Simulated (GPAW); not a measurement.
# BAs (F-43m) in GPAW: notebook

Aim: see how the results for BAs move with the level of theory and the settings. Levels: OLYP+D3(BJ), PBE. Tasks: equation of state, dielectric tensor.

Everything below comes from runs of GPAW 26.7.0. Logs are shortened: lines on timing, memory, paths and dates and some standing lists are left out, and cuts for length are marked. The log counts tension as positive stress, the text compression.

### 1 The crystal as given

It takes space group F-43m (No. 216, cubic). The conventional cell has a = 4.777 Å, b = 4.777 Å, c = 4.777 Å, α = 90.00°, β = 90.00°, γ = 90.00°. As (site symmetry -43m) has 4 B at 2.07 Å as nearest neighbours. B (site symmetry -43m) is surrounded by 4 As at 2.07 Å.

### 2 Equation of state, OLYP+D3(BJ)

run.py

```python
from ase.calculators.mixing import SumCalculator
from ase.eos import EquationOfState
from ase.io import Trajectory, read
from ase.units import GPa
from dftd3.ase import DFTD3
from gpaw import GPAW, PW, setup_paths

setup_paths.insert(0, '.')

atoms = read('BAs.xyz')

traj = Trajectory('eos.traj', 'w')
volumes, energies = [], []
for x in [0.94, 0.96, 0.98, 1.0, 1.02, 1.04, 1.06]:
    a = atoms.copy()
    a.set_cell(atoms.cell * x**(1 / 3), scale_atoms=True)
    calc = GPAW(mode=PW(800),
                xc='GGA_X_OPTX+GGA_C_LYP',
                kpts={'size': (8, 8, 8), 'gamma': True},
                occupations={'name': 'fermi-dirac', 'width': 0.05},
                nbands=11,
                convergence={'density': 1e-05, 'energy': 1e-05},
                eigensolver='davidson',
                maxiter=150,
                txt=f'eos-{x:.2f}.txt')
    a.calc = SumCalculator([calc, DFTD3(method='olyp', damping='d3bj')])
    energies.append(a.get_potential_energy())
    volumes.append(a.get_volume())
    p = -a.get_stress()[:3].mean() / GPa
    calc.write(f'eos-{x:.2f}.gpw')
    traj.write(a)
    print(f'{x:.2f} {volumes[-1]:10.4f} A^3 {energies[-1]:14.6f} eV {p:9.3f} GPa', flush=True)

v0, e0, B = EquationOfState(volumes, energies, eos='birchmurnaghan').fit()
print(f'V0 = {v0:.4f} A^3, E0 = {e0:.6f} eV, B0 = {B / GPa:.2f} GPa')
```

BAs.xyz

```xyz
2
Lattice="0.0000000000 2.3885000000 2.3885000000 2.3885000000 0.0000000000 2.3885000000 2.3885000000 2.3885000000 0.0000000000" Properties=species:S:1:pos:R:3 pbc="T T T"
As     3.5827500000      3.5827500000      3.5827500000
B      0.0000000000      0.0000000000      0.0000000000
```

Potentials or basis: PAW data sets generated in the run's folder for this functional, pw.

Launch:

```sh
$ gpaw-setup -f GGA_X_OPTX+GGA_C_LYP As B
$ OMP_NUM_THREADS=1 python run.py
```

The program printed:

```text
__  _  _
 | _ |_)|_||  |
 |__||  | ||/\| - 26.7.0

Input parameters:
  mode=PW(ecut=800.0),
  convergence={'density': 1e-05, 'energy': 1e-05},
  eigensolver=Davidson(niter=2),
  kpts=MonkhorstPack(size=(8, 8, 8), gamma=True),
  maxiter=150,
  nbands=11,
  occupations=Occupations(name='fermi-dirac', width=0.05),
  xc=XC(name='GGA_X_OPTX+GGA_C_LYP')

Diagonalizing LCAO Hamiltonian
Converting LCAO to pw mode

                  As

       B

Atoms  # Å, Bohr magnetons
|   | symbol |        x |        y |        z |    initial magnetic moments |
|---|--------|----------|----------|----------|-----------------------------|
| 0 |     As | 3.509612 | 3.509612 | 3.509612 | ( 0.0000,  0.0000,  0.0000) |
| 1 |      B | 0.000000 | 0.000000 | 0.000000 | ( 0.0000,  0.0000,  0.0000) |

Unit cell  # Å
| periodic |        x |        y |        z |  lengths |    angles |
|----------|----------|----------|----------|----------|-----------|
|      yes | 0.000000 | 2.339741 | 2.339741 | 3.308894 | 60.000000 |
|      yes | 2.339741 | 0.000000 | 2.339741 | 3.308894 | 60.000000 |
|      yes | 2.339741 | 2.339741 | 0.000000 | 3.308894 | 60.000000 |

Number of symmetries: 24
Symmetry operations  # r_c * U_cc + t_c -> r_c
|    | kind |            matrix            |
|----|------|------------------------------|
|  0 |  E   |  1, 0, 0,  0, 1, 0,  0, 0, 1 |
|  1 |  σ   |  1, 0, 0,  0, 0, 1,  0, 1, 0 |
|  2 |  σ   |  1, 0,-1,  0, 1,-1,  0, 0,-1 |
|  3 |  C3  |  1, 0,-1,  0, 0,-1,  0, 1,-1 |
|  4 |  C3  |  1,-1, 0,  0,-1, 1,  0,-1, 0 |
|  5 |  σ   |  1,-1, 0,  0,-1, 0,  0,-1, 1 |
|  6 |  σ   |  0, 1, 0,  1, 0, 0,  0, 0, 1 |
|  7 |  C3  |  0, 1, 0,  0, 0, 1,  1, 0, 0 |
|  8 |  C2  |  0, 1,-1,  1, 0,-1,  0, 0,-1 |
|  9 |  S4  |  0, 1,-1,  0, 0,-1,  1, 0,-1 |
| 10 |  C3  |  0, 0, 1,  1, 0, 0,  0, 1, 0 |
| 11 |  σ   |  0, 0, 1,  0, 1, 0,  1, 0, 0 |
| 12 |  S4  |  0, 0,-1,  1, 0,-1,  0, 1,-1 |
| 13 |  C3  |  0, 0,-1,  0, 1,-1,  1, 0,-1 |
| 14 |  S4  |  0,-1, 1,  1,-1, 0,  0,-1, 0 |
| 15 |  C2  |  0,-1, 1,  0,-1, 0,  1,-1, 0 |
| 16 |  C3  |  0,-1, 0,  1,-1, 0,  0,-1, 1 |
| 17 |  S4  |  0,-1, 0,  0,-1, 1,  1,-1, 0 |
| 18 |  S4  | -1, 1, 0, -1, 0, 1, -1, 0, 0 |
| 19 |  C3  | -1, 1, 0, -1, 0, 0, -1, 0, 1 |
| 20 |  C3  | -1, 0, 1, -1, 1, 0, -1, 0, 0 |
| 21 |  S4  | -1, 0, 1, -1, 0, 0, -1, 1, 0 |
| 22 |  σ   | -1, 0, 0, -1, 1, 0, -1, 0, 1 |
| 23 |  C2  | -1, 0, 0, -1, 0, 1, -1, 1, 0 |

BZ-sampling:
  Number of BZ points: 512
  Number of IBZ points: 29

  Monkhorst-Pack size: [8, 8, 8]
  Monkhorst-Pack shift: [0.0625, 0.0625, 0.0625]

K-points  # in reciprocal-cell coordinates
|     |                                coordinates |     weight |
|-----|--------------------------------------------|------------|
|   0 | (  0.00000000,   0.00000000,   0.00000000) | 0.00195312 |
|   1 | (  0.12500000,   0.12500000,   0.00000000) | 0.01171875 |
|   2 | (  0.12500000,   0.12500000,   0.12500000) | 0.01562500 |
|   3 | (  0.25000000,   0.12500000,   0.12500000) | 0.02343750 |
|   4 | (  0.25000000,   0.25000000,   0.00000000) | 0.01171875 |
|   5 | (  0.25000000,   0.25000000,   0.12500000) | 0.04687500 |
|   6 | (  0.25000000,   0.25000000,   0.25000000) | 0.01562500 |
|   7 | (  0.37500000,   0.25000000,  -0.37500000) | 0.04687500 |
|   8 | (  0.37500000,   0.25000000,   0.12500000) | 0.04687500 |
|   9 | (  0.37500000,   0.25000000,   0.25000000) | 0.04687500 |
| ... |                                            |            |
|  28 | (  0.50000000,   0.50000000,   0.50000000) | 0.00781250 |

Plane wave coefficients: 1363
Cutoff: 800.0 eV

Spin-components: 1 (collinear spins)
Bands:           11
Projectors:      10
Spin-degeneracy: 2
Datatype:        complex128

Parallelization:
  kpt:    1
  domain: 1
  band:   1

Density:
  Valence electrons: 8.0
  Components: 1
  Grid points: [24 24 24]
  Charge: 0.0  # |e|

Potential:
  Grid points: [24 24 24]

species:
  As:
    name:    Arsenic
    Z:       33.0
    valence: 5
    core:    28
    charge:  0.0  # [|e|]
    compensation charges:
      type: gauss
      rc: 0.33  # [Å]
      lmax: 2
    cutoffs:
      filter: 1.87  # [Å]
      core: 2.96  # [Å]
    projectors
    | kind |    occ | energy [eV] | rcut [Å] |
    |------|--------|-------------|----------|
    |   4s |  2.000 |     -14.308 |    1.058 |
    |   4p |  3.000 |      -5.028 |    1.058 |
    |    s |        |      12.904 |    1.058 |
    |    p |        |      22.184 |    1.058 |
    |    d |        |       0.000 |    1.058 |

    Using partial waves for As as LCAO basis

  B:
    name:    Boron
    Z:       5.0
    valence: 3
    core:    2
    charge:  0.0  # [|e|]
    compensation charges:
      type: gauss
      rc: 0.20  # [Å]
      lmax: 2
    cutoffs:
      filter: 1.14  # [Å]
      core: 1.38  # [Å]
    projectors
    | kind |    occ | energy [eV] | rcut [Å] |
    |------|--------|-------------|----------|
    |   2s |  2.000 |      -9.414 |    0.635 |
    |   2p |  1.000 |      -3.456 |    0.635 |
    |    s |        |      17.797 |    0.635 |
    |    p |        |      23.755 |    0.635 |
    |    d |        |       0.000 |    0.635 |

    Using partial waves for B as LCAO basis

Reference energy: -62199.748002  # eV

eigensolver:
  Davidson
  Converge bands: occupied
  niter=2

density mixing:
  MSR1-Mixer
  Pratt-step length: 0.05
  Maximum mixing coefficient: 0.75
  Old densities: 10
  SVD Regularization: 0.005
  Good broyden scale: 1.0
  Trust region scale: 1.0
  Backstep threshold: 4.0
  History deletion threshold: 6.0
  Fourier metric: weight=20.0, sigma=0.015

occupation numbers:
  Fermi-Dirac:
    width: 0.0500  # eV

poisson solver:
  ecut: 6400.0  # eV

xc functional:
  name: GGA_X_OPTX+GGA_C_LYP with 2 nearest neighbor stencil

convergence criteria:
- Maximum integral of absolute [dens]ity change: 1e-05 electrons / valence electron
- Maximum [total energy] change in last 3 cyles: 1e-05 eV / valence electron
- Maximum integral of absolute [eigenst]ate change: 4e-08 eV^2 / valence electron
maximum number of iterations: 150

SCF iterations
|iter     | |      energy | eigst |  dens |
|---------|-|-------------|-------|-------|
|iter:   1| |  -10.784312 | -0.27 |       |
|iter:   2| |  -10.663038 | -2.16 | -0.71 |
|iter:   3| |  -10.192123 | -1.62 | -0.75 |
|iter:   4| |  -10.199431 | -2.91 | -1.47 |
|iter:   5| |  -10.202507 | -3.52 | -1.88 |
|iter:   6| |  -10.202747 | -4.73 | -2.63 |
|iter:   7| |  -10.202764 | -5.98 | -3.26 |
|iter:   8| |  -10.202767c| -6.88 | -3.76 |
|iter:   9| |  -10.202767c| -8.37c| -4.70 |
|iter:  10| |  -10.202767c| -9.15c| -5.15c|

Converged in 10 steps
Energy contributions relative to reference atoms: (reference = -62199.748002)

Energy contributions:
  Kinetic:          26.640914
  Coulomb:         -22.813148
  Zero:             -0.026393
  External:          0.000000
  Xc:              -14.004140
  Entropy:          -0.000000
  Spinorbit:         0.000000
  ----------------------------
  Free energy:     -10.202767
  Extrapolated:    -10.202767

dipole moment: (-3.049271, -3.049271, -3.049271)  # |e|*Ang

Fermi level: 9.529
Eigenvalues  # (at kpt = [0.000, 0.000, 0.000])
| band index |      eig [eV] | occ [0-2] |
|------------|---------------|-----------|
|          0 |        -7.037 |     2.000 |
|          1 |         8.928 |     2.000 |
|          2 |         8.928 |     2.000 |
|          3 |         8.928 |     2.000 |
|          4 |        12.301 |     0.000 |
|          5 |        12.301 |     0.000 |
|          6 |        12.301 |     0.000 |
|          7 |        14.521 |     0.000 |
|          8 |        19.318 |     0.000 |
|          9 |        23.346 |     0.000 |
|         10 |        23.662 |     0.000 |

Gap: 1.238 eV
Transition (v -> c):
  (s=0, k=0, n=3, [0.00, 0.00, 0.00]) -> (s=0, k=12, n=4, [0.38, 0.38, 0.00])
Direct/indirect transitions are different
Direct gap: 3.374 eV
Transition at: (s=0, k=0, n=3, [0.00, 0.00, 0.00])

Stress tensor  # eV/Ang^3
|         x |         y |         z |
|-----------|-----------|-----------|
| -0.080885 | -0.000000 |  0.000000 |
| -0.000000 | -0.080885 |  0.000000 |
|  0.000000 |  0.000000 | -0.080885 |

# Writing to eos-0.94.gpw (mode='')
```

Wall time 57 s (1 thread of Arm Neoverse V2, shared host); peak memory 0.25 GiB.

What came out:

```
Equilibrium volume : 12.71 Å³/atom (rough: see the caveat)
Bulk modulus       : 160 GPa (rough)
```

Energy against volume, from the lowest point:
```csv
volume (Å³/atom),energy (meV/atom)
12.809,0.00
13.081,4.85
13.354,14.68
13.626,28.95
13.899,47.18
14.171,68.93
14.444,93.79
```

Caveat: the minimum lies outside the volumes run.

### 3 Dielectric tensor, PBE

This run uses another cell than the first one, of 12.81 Å³/atom, 0.940 times its volume.

run.py

```python
import numpy as np
from ase import Atoms
from ase.dft.bandgap import bandgap
from ase.io import write
from gpaw import GPAW, PW
from gpaw.response.df import DielectricFunction

atoms = Atoms(['As', 'B'],
              cell=[[0.0, 2.3397414207, 2.3397414207],
                    [2.3397414207, 0.0, 2.3397414207],
                    [2.3397414207, 2.3397414207, 0.0]],
              scaled_positions=[[0.75, 0.75, 0.75],
                                [0.0, 0.0, 0.0]],
              pbc=True)

calc = GPAW(mode=PW(600),
            xc='PBE',
            kpts={'size': (8, 8, 8), 'gamma': True},
            occupations={'name': 'fermi-dirac', 'width': 0.001},
            nbands=11,
            convergence={'density': 1e-06},
            maxiter=150,
            txt='gpaw.txt')
atoms.calc = calc
energy = atoms.get_potential_energy()
calc.write('gs.gpw')
write('result.traj', atoms)
print(f'Energy: {energy:.6f} eV')
print('Fermi level:', round(calc.get_fermi_level(), 4), 'eV')
print(f'Gap: {bandgap(calc)[0]:.4f} eV, direct: {bandgap(calc, direct=True)[0]:.4f} eV')

for size in [(24, 24, 24)]:
    name = 'x'.join(str(n) for n in size)
    dense = calc.fixed_density(kpts={'size': size, 'gamma': True},
                               nbands=30, convergence={'bands': 24, 'eigenstates': 1e-7},
                               update_fermi_level=True, txt=f'dense-{name}.txt')
    dense.write(f'{name}.gpw', mode='all')
    df = DielectricFunction(f'{name}.gpw', frequencies=np.array([0.0]), hilbert=False, eta=0.001,
                            ecut=80, nbands=24, intraband=False, txt=f'df-{name}.txt')
    for xc in ['RPA']:
        for direction in ['x', 'y', 'z', [0, 1, 1], [1, 0, 1], [1, 1, 0]]:
            e0, e = df.get_macroscopic_dielectric_constant(xc=xc, direction=direction)
            print(f'{name} {xc} {direction}: {e0:.4f} without, {e:.4f} with local fields')
```

Potentials or basis: GPAW PAW data sets (gpaw-data 1.2.1), pw.

Launch:

```sh
$ OMP_NUM_THREADS=1 python run.py
```

gpaw.txt:

```text
__  _  _
 | _ |_)|_||  |
 |__||  | ||/\| - 26.7.0

Input parameters:
  mode=PW(ecut=600.0),
  convergence={'density': 1e-06},
  kpts=MonkhorstPack(size=(8, 8, 8), gamma=True),
  maxiter=150,
  nbands=11,
  occupations=Occupations(name='fermi-dirac', width=0.001),
  xc=XC(name='PBE')

Diagonalizing LCAO Hamiltonian
Converting LCAO to pw mode

                  As

       B

Atoms  # Å, Bohr magnetons
|   | symbol |        x |        y |        z |    initial magnetic moments |
|---|--------|----------|----------|----------|-----------------------------|
| 0 |     As | 3.509612 | 3.509612 | 3.509612 | ( 0.0000,  0.0000,  0.0000) |
| 1 |      B | 0.000000 | 0.000000 | 0.000000 | ( 0.0000,  0.0000,  0.0000) |

Unit cell  # Å
| periodic |        x |        y |        z |  lengths |    angles |
|----------|----------|----------|----------|----------|-----------|
|      yes | 0.000000 | 2.339741 | 2.339741 | 3.308894 | 60.000000 |
|      yes | 2.339741 | 0.000000 | 2.339741 | 3.308894 | 60.000000 |
|      yes | 2.339741 | 2.339741 | 0.000000 | 3.308894 | 60.000000 |

Number of symmetries: 24
Symmetry operations  # r_c * U_cc + t_c -> r_c
|    | kind |            matrix            |
|----|------|------------------------------|
|  0 |  E   |  1, 0, 0,  0, 1, 0,  0, 0, 1 |
|  1 |  σ   |  1, 0, 0,  0, 0, 1,  0, 1, 0 |
|  2 |  σ   |  1, 0,-1,  0, 1,-1,  0, 0,-1 |
|  3 |  C3  |  1, 0,-1,  0, 0,-1,  0, 1,-1 |
|  4 |  C3  |  1,-1, 0,  0,-1, 1,  0,-1, 0 |
|  5 |  σ   |  1,-1, 0,  0,-1, 0,  0,-1, 1 |
|  6 |  σ   |  0, 1, 0,  1, 0, 0,  0, 0, 1 |
|  7 |  C3  |  0, 1, 0,  0, 0, 1,  1, 0, 0 |
|  8 |  C2  |  0, 1,-1,  1, 0,-1,  0, 0,-1 |
|  9 |  S4  |  0, 1,-1,  0, 0,-1,  1, 0,-1 |
| 10 |  C3  |  0, 0, 1,  1, 0, 0,  0, 1, 0 |
| 11 |  σ   |  0, 0, 1,  0, 1, 0,  1, 0, 0 |
| 12 |  S4  |  0, 0,-1,  1, 0,-1,  0, 1,-1 |
| 13 |  C3  |  0, 0,-1,  0, 1,-1,  1, 0,-1 |
| 14 |  S4  |  0,-1, 1,  1,-1, 0,  0,-1, 0 |
| 15 |  C2  |  0,-1, 1,  0,-1, 0,  1,-1, 0 |
| 16 |  C3  |  0,-1, 0,  1,-1, 0,  0,-1, 1 |
| 17 |  S4  |  0,-1, 0,  0,-1, 1,  1,-1, 0 |
| 18 |  S4  | -1, 1, 0, -1, 0, 1, -1, 0, 0 |
| 19 |  C3  | -1, 1, 0, -1, 0, 0, -1, 0, 1 |
| 20 |  C3  | -1, 0, 1, -1, 1, 0, -1, 0, 0 |
| 21 |  S4  | -1, 0, 1, -1, 0, 0, -1, 1, 0 |
| 22 |  σ   | -1, 0, 0, -1, 1, 0, -1, 0, 1 |
| 23 |  C2  | -1, 0, 0, -1, 0, 1, -1, 1, 0 |

BZ-sampling:
  Number of BZ points: 512
  Number of IBZ points: 29

  Monkhorst-Pack size: [8, 8, 8]
  Monkhorst-Pack shift: [0.0625, 0.0625, 0.0625]

K-points  # in reciprocal-cell coordinates
|     |                                coordinates |     weight |
[... 62 lines left out ...]
  B:
    name:    Boron
    Z:       5.0
    valence: 3
    core:    2
    charge:  0.0  # [|e|]
    compensation charges:
      type: gauss
      rc: 0.20  # [Å]
      lmax: 2
    cutoffs:
      filter: 1.14  # [Å]
      core: 1.38  # [Å]
    projectors
    | kind |    occ | energy [eV] | rcut [Å] |
    |------|--------|-------------|----------|
    |   2s |  2.000 |      -9.443 |    0.635 |
    |   2p |  1.000 |      -3.606 |    0.635 |
    |    s |        |      17.768 |    0.635 |
    |    p |        |      23.605 |    0.635 |
    |    d |        |       0.000 |    0.635 |

    Using partial waves for B as LCAO basis

Reference energy: -62172.463167  # eV

eigensolver:
  PPCG
  Converge bands: occupied
  niter=2

density mixing:
  MSR1-Mixer
  Pratt-step length: 0.05
  Maximum mixing coefficient: 0.75
  Old densities: 10
  SVD Regularization: 0.005
  Good broyden scale: 1.0
  Trust region scale: 1.0
  Backstep threshold: 4.0
  History deletion threshold: 6.0
  Fourier metric: weight=20.0, sigma=0.015

occupation numbers:
  Fermi-Dirac:
    width: 0.0010  # eV

poisson solver:
  ecut: 4800.0  # eV

xc functional:
  name: PBE with 2 nearest neighbor stencil

convergence criteria:
- Maximum integral of absolute [dens]ity change: 1e-06 electrons / valence electron
- Maximum [total energy] change in last 3 cyles: 0.0005 eV / valence electron
- Maximum integral of absolute [eigenst]ate change: 4e-08 eV^2 / valence electron
maximum number of iterations: 150

SCF iterations
|iter     | |      energy | eigst |  dens |
|---------|-|-------------|-------|-------|
|iter:   1| |  -12.001369 | -0.26 |       |
|iter:   2| |  -11.863667 | -2.30 | -0.70 |
|iter:   3| |  -11.313572 | -1.68 | -0.74 |
|iter:   4| |  -11.310267 | -3.08 | -1.44 |
|iter:   5| |  -11.310899c| -3.95 | -1.88 |
|iter:   6| |  -11.310943c| -5.69 | -2.63 |
|iter:   7| |  -11.310943c| -7.53c| -3.63 |
|iter:   8| |  -11.310943c| -8.60c| -4.15 |
|iter:   9| |  -11.310943c| -9.52c| -5.41 |
|iter:  10| |  -11.310943c| -9.94c| -5.85 |
|iter:  11| |  -11.310943c|-11.49c| -7.05c|

Converged in 11 steps
Energy contributions relative to reference atoms: (reference = -62172.463167)

Energy contributions:
  Kinetic:          27.411926
  Coulomb:         -23.653877
  Zero:             -0.011331
  External:          0.000000
  Xc:              -15.057662
  Entropy:          -0.000000
  Spinorbit:         0.000000
  ----------------------------
  Free energy:     -11.310943
  Extrapolated:    -11.310943

dipole moment: (-3.021435, -3.021435, -3.021435)  # |e|*Ang

Fermi level: 9.415
Eigenvalues  # (at kpt = [0.000, 0.000, 0.000])
| band index |      eig [eV] | occ [0-2] |
|------------|---------------|-----------|
|          0 |        -7.178 |     2.000 |
|          1 |         8.794 |     2.000 |
|          2 |         8.794 |     2.000 |
|          3 |         8.794 |     2.000 |
|          4 |        12.171 |     0.000 |
|          5 |        12.171 |     0.000 |
|          6 |        12.171 |     0.000 |
|          7 |        14.334 |     0.000 |
|          8 |        18.763 |     0.000 |
|          9 |        22.145 |     0.000 |
|         10 |        22.147 |     0.000 |

Gap: 1.137 eV
Transition (v -> c):
  (s=0, k=0, n=3, [0.00, 0.00, 0.00]) -> (s=0, k=12, n=4, [0.38, 0.38, 0.00])
Direct/indirect transitions are different
Direct gap: 3.376 eV
Transition at: (s=0, k=0, n=3, [0.00, 0.00, 0.00])
# Writing to gs.gpw (mode='')
```

stdout:

```text
Energy: -11.310943 eV
Fermi level: 9.415 eV
Gap: 1.1365 eV, direct: 3.3763 eV
24x24x24 RPA x: 9.7564 without, 8.9872 with local fields
24x24x24 RPA y: 9.7564 without, 8.9872 with local fields
24x24x24 RPA z: 9.7564 without, 8.9872 with local fields
24x24x24 RPA [0, 1, 1]: 9.7564 without, 8.9872 with local fields
24x24x24 RPA [1, 0, 1]: 9.7564 without, 8.9872 with local fields
24x24x24 RPA [1, 1, 0]: 9.7564 without, 8.9872 with local fields
```

It took 5.7 min on 1 thread of Intel Xeon at 2.50GHz (Skylake/Cascade Lake), shared host; peak memory 0.52 GiB.

What came out:

* Free energy: -11.3109 eV
* Band gap on the k mesh: 1.14 eV, indirect (least direct gap 3.38 eV)
* Electronic dielectric tensor (diagonal): 8.99

Electronic dielectric tensor:
```
8.99 0.00 0.00
0.00 8.99 0.00
0.00 0.00 8.99
```

Caveat: the long-wavelength limit can be off by a per cent or two. A k mesh can miss the band edges.

(Continued in part 2 of 2.)
